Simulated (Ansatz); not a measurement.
NiO2:

```
CELL_PARAMETERS angstrom
1.40213 0.80952 6.97429
-1.40213 0.80952 6.97429
0.00000 -1.61904 6.97429
ATOMIC_POSITIONS crystal
Ni 0.00000 0.00000 0.00000
O 0.37879 0.37879 0.37879
O 0.62121 0.62121 0.62121
```

The cell comes from a database or a generator and needn't be the stable form of this composition.

Base run:

```yaml
Program: Ansatz 0.2.0
Functional: r2SCAN
Potentials_or_basis: Ansatz PAW
Cutoff: 500 eV
Density_cutoff: 2000 eV
k_mesh: 11 × 11 × 11
Occupations: fermi-dirac, width 0.05 eV
Spin: collinear spin, ferromagnetic start
Starting_moments: "[1.0, 0.0, 0.0] μB"
```

Its results: band gap on the k mesh 1.77 eV, indirect (least direct gap 2.02 eV); pressure -4.3 GPa; net moment 0.00 μB per cell; largest force 0.466 eV/Å.

Task: The run is repeated on the same cell with these changes: functional from r2SCAN to LDA; cutoff from 500 eV to 420 eV; density cutoff from 2000 eV to 1680 eV. What comes out?

Result: Band gap on the k mesh 1.19 eV, indirect (least direct gap 1.46 eV); pressure -7.9 GPa; net moment 0.00 μB per cell; largest force 0.975 eV/Å.

r2SCAN gives the wider gap, since meta-GGAs in the generalised Kohn-Sham scheme recover part of the derivative discontinuity.

Caveats: the PAW data sets come from PBE, with cores solved anew for the run's functional, which leaves a small shift of forces and pressure; the magnetic or orbital state may not be the lowest (some runs).

Not every run made on this cell is shown here.
